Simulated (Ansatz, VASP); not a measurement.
Si in VASP and in Ansatz

The input INCAR:

```
SYSTEM = Si
PREC = Accurate
ENCUT = 520
EDIFF = 1E-6
ISMEAR = 0
SIGMA = 0.15
LREAL = .FALSE.
LASPH = .TRUE.
NELM = 100
ALGO = Normal
ISIF = 2
LWAVE = .FALSE.
LCHARG = .TRUE.
LELF = .TRUE.
LVHAR = .TRUE.
NBANDS = 8
```

Contents of KPOINTS:

```
Automatic mesh
0
G
  22 22 22
  0 0 0
```

The input POSCAR:

```
Si
1.0
   -1.6879242399      1.5659056201      1.3203298500
    1.6879242399     -1.5659056201      1.3203298500
    1.6879242399      1.5659056201     -1.3203298500
Si
1
Direct
    0.0000000000      0.0000000000      0.0000000000
```

Input for Ansatz:

```yaml
crystal:
  lattice:
    - [-1.6879242399, 1.5659056201, 1.32032985]
    - [1.6879242399, -1.5659056201, 1.32032985]
    - [1.6879242399, 1.5659056201, -1.32032985]
  atoms:
    - { symbol: Si, position: [0.0, 0.0, 0.0] }
basis:
  ecutwfc: 420
kpoints:
  mp_grid: { grid: [22, 22, 22] }
hamiltonian:
  xc: lda
scf:
  occupations: { method: gaussian, width: 0.15 }
output:
  forces: true
  stress: true
  eigenvalues: true
  write_density: true
  write_potential: true
  elf: true
  volumetric_format: npy
```

Change from the starting cell: strain +0.0375 x Voigt [1, -1, 0, 0, 0, 0], atoms carried along.

Alike in both runs: task single point; functional LDA; k mesh 22 × 22 × 22; occupations gaussian, width 0.15 eV; no spin polarisation.

```csv
,VASP,Ansatz
version,VASP 6.6.1,Ansatz 0.2.0
potentials or method,"VASP PAW LDA potentials, release 64 (Si)","scalar-relativistic, plane waves, PAW"
plane-wave cutoff (eV),520,420
valence electrons in the cell,4,4
```

Ansatz gave:

```
gap on the k mesh at the Fermi level (eV)       : none
pressure (GPa)                                  : 0.1
largest component of the traceless stress (GPa) : 3.82
```

Q: Estimate VASP's values.

A: gap on the k mesh at the Fermi level (eV): none; pressure (GPa): 0.1; largest component of the traceless stress (GPa): 3.85.

A gap of «none» marks a metal or a gap that the smearing closes.
